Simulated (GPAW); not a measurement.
# C (Cmme) in GPAW: single point with LDA

Aim: the single point of C with LDA.

Program: GPAW 26.7.0. These are calculated values, not measurements. Logs are shortened: lines on timing, memory, paths and dates and some standing lists are left out, and cuts for length are marked. The log counts tension as positive stress, the text compression.

### 1 Starting point

Symmetry: Cmme, No. 67, orthorhombic system. The conventional cell has a = 2.456 Å, b = 4.254 Å, c = 7.173 Å, α = 90.00°, β = 90.00°, γ = 90.00°. C (site symmetry m) is surrounded by 3 C at 1.42 Å.

This is a stacking variant of graphite.

### 2 Single point, LDA

run.py

```python
from ase import Atoms
from ase.dft.bandgap import bandgap
from ase.io import write
from ase.units import GPa
from gpaw import GPAW, PW

atoms = Atoms(['C', 'C', 'C', 'C'],
              cell=[[1.22804797, -2.12706182, 0.0],
                    [1.22804797, 2.12706182, 0.0],
                    [0.0, 0.0, 7.17326776]],
              scaled_positions=[[0.91662054, 0.08337946, 0.7531376],
                                [0.41662054, 0.58337946, 0.2468624],
                                [0.08337946, 0.91662054, 0.2468624],
                                [0.58337946, 0.41662054, 0.7531376]],
              pbc=True)

calc = GPAW(mode=PW(600),
            xc='LDA',
            kpts={'size': (10, 10, 3), 'gamma': True},
            occupations={'name': 'fermi-dirac', 'width': 0.05},
            nbands=18,
            maxiter=120,
            txt='gpaw.txt')
atoms.calc = calc
energy = atoms.get_potential_energy()
forces = atoms.get_forces()
stress = atoms.get_stress()
calc.write('gs.gpw')
write('result.traj', atoms)
print(f'Energy: {energy:.6f} eV')
print('Forces (eV/A):')
print(forces.round(4))
print('Stress (GPa):', (stress / GPa).round(3))
print('Fermi level:', round(calc.get_fermi_level(), 4), 'eV')
print(f'Gap: {bandgap(calc)[0]:.4f} eV, direct: {bandgap(calc, direct=True)[0]:.4f} eV')
```

Potentials or basis: the program's PAW data sets (release 1.2.1) made for this functional, pw.

Launch:

```sh
> OMP_NUM_THREADS=1 python run.py
```

gpaw.txt:

```text
__  _  _
 | _ |_)|_||  |
 |__||  | ||/\| - 26.7.0

Input parameters:
  mode=PW(ecut=600.0),
  kpts=MonkhorstPack(size=(10, 10, 3), gamma=True),
  maxiter=120,
  nbands=18,
  occupations=Occupations(name='fermi-dirac', width=0.05),
  xc=XC(name='LDA')

Diagonalizing LCAO Hamiltonian
Converting LCAO to pw mode

        C
       C

          C
         C

Atoms  # Å, Bohr magnetons
|   | symbol |        x |         y |        z |    initial magnetic moments |
|---|--------|----------|-----------|----------|-----------------------------|
| 0 |      C | 1.228048 | -1.772355 | 5.402458 | ( 0.0000,  0.0000,  0.0000) |
| 1 |      C | 1.228048 |  0.354707 | 1.770810 | ( 0.0000,  0.0000,  0.0000) |
| 2 |      C | 1.228048 |  1.772355 | 1.770810 | ( 0.0000,  0.0000,  0.0000) |
| 3 |      C | 1.228048 | -0.354707 | 5.402458 | ( 0.0000,  0.0000,  0.0000) |

Unit cell  # Å
| periodic |        x |         y |        z |  lengths |     angles |
|----------|----------|-----------|----------|----------|------------|
|      yes | 1.228048 | -2.127062 | 0.000000 | 2.456114 |  90.000000 |
|      yes | 1.228048 |  2.127062 | 0.000000 | 2.456114 |  90.000000 |
|      yes | 0.000000 |  0.000000 | 7.173268 | 7.173268 | 120.000475 |

Number of symmetries: 4
Symmetry operations  # r_c * U_cc + t_c -> r_c
|   | kind |            matrix            |
|---|------|------------------------------|
| 0 |  E   |  1, 0, 0,  0, 1, 0,  0, 0, 1 |
| 1 |  C2  |  0, 1, 0,  1, 0, 0,  0, 0,-1 |
| 2 |  σ   |  0,-1, 0, -1, 0, 0,  0, 0, 1 |
| 3 |  i   | -1, 0, 0,  0,-1, 0,  0, 0,-1 |

BZ-sampling:
  Number of BZ points: 300
  Number of IBZ points: 86

  Monkhorst-Pack size: [10, 10, 3]
  Monkhorst-Pack shift: [0.05, 0.05, 0.0]

K-points  # in reciprocal-cell coordinates
|     |                                coordinates |     weight |
|-----|--------------------------------------------|------------|
|   0 | (  0.00000000,   0.00000000,   0.00000000) | 0.00333333 |
|   1 | (  0.00000000,   0.00000000,   0.33333333) | 0.00666667 |
|   2 | (  0.10000000,  -0.10000000,  -0.33333333) | 0.00666667 |
|   3 | (  0.10000000,  -0.10000000,   0.00000000) | 0.00666667 |
|   4 | (  0.10000000,  -0.10000000,   0.33333333) | 0.00666667 |
|   5 | (  0.10000000,   0.00000000,  -0.33333333) | 0.01333333 |
|   6 | (  0.10000000,   0.00000000,   0.00000000) | 0.01333333 |
|   7 | (  0.10000000,   0.00000000,   0.33333333) | 0.01333333 |
|   8 | (  0.10000000,   0.10000000,   0.00000000) | 0.00666667 |
|   9 | (  0.10000000,   0.10000000,   0.33333333) | 0.01333333 |
| ... |                                            |            |
|  85 | (  0.50000000,   0.50000000,   0.33333333) | 0.00666667 |

Plane wave coefficients: 1271
Cutoff: 600.0 eV

Spin-components: 1 (collinear spins)
Bands:           18
Projectors:      20
Spin-degeneracy: 2
Datatype:        complex128

Parallelization:
  kpt:    1
  domain: 1
  band:   1

Density:
  Valence electrons: 16.0
  Components: 1
  Grid points: [14 14 42]
  Charge: 0.0  # |e|

Potential:
  Grid points: [14 14 42]

species:
  C:
    name:    Carbon
    Z:       6.0
    valence: 4
    core:    2
    charge:  0.0  # [|e|]
    compensation charges:
      type: gauss
      rc: 0.20  # [Å]
      lmax: 2
    cutoffs:
      filter: 1.14  # [Å]
      core: 1.14  # [Å]
    projectors
    | kind |    occ | energy [eV] | rcut [Å] |
    |------|--------|-------------|----------|
    |   2s |  2.000 |     -13.639 |    0.635 |
    |   2p |  2.000 |      -5.414 |    0.635 |
    |    s |        |      13.573 |    0.635 |
    |    p |        |      21.797 |    0.635 |
    |    d |        |       0.000 |    0.635 |

    Using partial waves for C as LCAO basis

Reference energy: -4075.210151  # eV

eigensolver:
  PPCG
  Converge bands: occupied
  niter=2

density mixing:
  MSR1-Mixer
  Pratt-step length: 0.05
  Maximum mixing coefficient: 0.75
  Old densities: 10
  SVD Regularization: 0.005
  Good broyden scale: 1.0
  Trust region scale: 1.0
  Backstep threshold: 4.0
  History deletion threshold: 6.0
  Fourier metric: weight=20.0, sigma=0.015

occupation numbers:
  Fermi-Dirac:
    width: 0.0500  # eV

poisson solver:
  ecut: 4800.0  # eV

xc functional:
  name: None

convergence criteria:
- Maximum [total energy] change in last 3 cyles: 0.0005 eV / valence electron
- Maximum integral of absolute [dens]ity change: 0.0001 electrons / valence electron
- Maximum integral of absolute [eigenst]ate change: 4e-08 eV^2 / valence electron
maximum number of iterations: 120

SCF iterations
|iter     | |      energy | eigst |  dens |
|---------|-|-------------|-------|-------|
|iter:   1| |  -42.834463 | +0.61 |       |
|iter:   2| |  -42.515860 | -1.56 | -0.73 |
|iter:   3| |  -40.475556 | -0.95 | -0.76 |
|iter:   4| |  -40.480982 | -2.58 | -1.59 |
|iter:   5| |  -40.483078c| -4.02 | -1.99 |
|iter:   6| |  -40.483080c| -5.79 | -3.26 |
|iter:   7| |  -40.483078c| -6.53 | -3.59 |
|iter:   8| |  -40.483078c| -7.61c| -3.88 |
|iter:   9| |  -40.483078c| -8.46c| -5.29c|

Converged in 9 steps
Energy contributions relative to reference atoms: (reference = -4075.210151)

Energy contributions:
  Kinetic:          38.156664
  Coulomb:         -38.616008
  Zero:              0.069611
  External:          0.000000
  Xc:              -40.093345
  Entropy:          -0.000000
  Spinorbit:         0.000000
  ----------------------------
  Free energy:     -40.483078
  Extrapolated:    -40.483078

dipole moment: (0.000002, -0.000000, 0.000007)  # |e|*Ang

Fermi level: 5.304
Eigenvalues  # (at kpt = [0.000, 0.000, 0.000])
| band index |      eig [eV] | occ [0-2] |
|------------|---------------|-----------|
|          0 |       -14.174 |     2.000 |
|          1 |       -13.985 |     2.000 |
|          2 |        -3.104 |     2.000 |
|          3 |        -1.649 |     2.000 |
|          4 |         2.277 |     2.000 |
|          5 |         2.283 |     2.000 |
[... 8 lines left out ...]
|         14 |        16.747 |     0.000 |
|         15 |        16.829 |     0.000 |
|        ... |               |           |
|         17 |        18.413 |     0.000 |

Gap: 1.225 eV
Transition (v -> c):
  (s=0, k=66, n=7, [0.40, 0.30, 0.00]) -> (s=0, k=42, n=8, [0.30, 0.30, 0.00])
Direct/indirect transitions are different
Direct gap: 1.299 eV
Transition at: (s=0, k=42, n=7, [0.30, 0.30, 0.00])

Forces  # eV/Ang
|       x |        y |        z |
|---------|----------|----------|
| 0.00000 | -0.01842 | -0.00379 |  # C    0
| 0.00000 | -0.01842 |  0.00379 |  # C    1
| 0.00000 |  0.01842 |  0.00379 |  # C    2
| 0.00000 |  0.01842 | -0.00379 |  # C    3

Stress tensor  # eV/Ang^3
|        x |         y |         z |
|----------|-----------|-----------|
| 0.029441 |  0.000000 |  0.000000 |
| 0.000000 |  0.030796 | -0.000000 |
| 0.000000 | -0.000000 |  0.006768 |

# Writing to gs.gpw (mode='')
```

stdout:

```text
Energy: -40.483078 eV
Forces (eV/A):
[[ 0.     -0.0184 -0.0038]
 [ 0.     -0.0184  0.0038]
 [ 0.      0.0184  0.0038]
 [ 0.      0.0184 -0.0038]]
Stress (GPa): [ 4.717  4.934  1.084 -0.     0.     0.   ]
Fermi level: 5.3044 eV
Gap: 1.2247 eV, direct: 1.2985 eV
```

Wall time 14 s (1 thread of Intel Xeon 6975P-C (Granite Rapids), shared host); peak memory 0.18 GiB.

Results:

```
Free energy            : -40.4831 eV
Pressure               : -3.6 GPa
Largest force          : 0.019 eV/Å
Band gap on the k mesh : 1.22 eV
```

Forces on the atoms (eV/Å):
```
C    0.000 -0.018 -0.004
C    0.000 -0.018  0.004
C    0.000  0.018  0.004
C    0.000  0.018 -0.004
```

Stress tensor (GPa, compression positive):
```
-4.72  0.00  0.00
 0.00 -4.93  0.00
 0.00  0.00 -1.08
```

Caveat: the cutoff is short for stress and forces, so pressures can be off by a GPa or more; an odd mesh through Γ misses points on the zone boundary, where band edges often lie.
